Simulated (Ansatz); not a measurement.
Trial structure of Al₃Ru₂, not yet relaxed:

```
Al Ru
1.0
     7.10440    0.00000    0.00000
    -3.55220    6.15259    0.00000
     0.00000    0.00000    3.54634
Al Ru
6 4
Direct
  0.38470 0.09150 0.25000
  0.29320 0.38470 0.75000
  0.90850 0.29320 0.25000
  0.61530 0.90850 0.75000
  0.70680 0.61530 0.25000
  0.09150 0.70680 0.75000
  0.00000 0.00000 0.00000
  0.00000 0.00000 0.50000
  0.33333 0.66667 0.25000
  0.66667 0.33333 0.75000
```

Level of theory: DFT PBE, scalar-relativistic, plane waves, PAW in Ansatz 0.2.0. Settings: cutoff 420 eV, Γ-centred mesh 3×3×6 on the computed 10-atom cell, Gaussian smearing of 0.10 eV; no spin polarisation.

The zero of energy is the elements' standard structures at the same level; no fitted shifts are applied.

Task: Estimate its pressure, forces and energy as it stands.

Result: The pressure is 37.8 GPa (the mean over three directions, positive in compression), the largest force is 1.38 eV/Å, and the energy is +1.14 eV/atom against the elements. The shortest distance is 1.77 Å.

Task: Is it a good guess?

Result: A poor one: relaxing gains about 1.2 eV/atom (the start's value is from the coarse mesh, so the gain is rough) in 17 ionic steps and ends at −0.04 eV/atom on the finer mesh. The symmetry stays P6_3/m (No. 176). The volume per atom grows by 3.6 %, from 15.5 to 16.1 Å³. The shortest distance goes from 1.77 Å (Ru–Ru) to 2.27 Å (Ru–Ru). The ratio c/a of the conventional cell changes by a factor of 1.42. Conventional cell: a = 6.396 Å, c = 4.535 Å. Al is surrounded by 1 Ru at 2.49 Å, 4 Ru at 2.64–2.78 Å, 2 Al at 2.78 Å and 2 Al at 3.01 Å; Ru on a site of symmetry -3 is surrounded by 2 Ru at 2.27 Å and 6 Al at 2.64 Å; Ru on a site of symmetry -6 has 3 Al at 2.49 Å and 6 Al at 2.78 Å.

The last run used a 6×6×8 mesh (in the run's order of axes) for its 10-atom cell and Gaussian smearing of 0.10 eV. The relaxation can't lower the symmetry of the start, and the grade says only how near the guess is to its own end. Symmetry constrained the relaxation, so the result can be a saddle point.
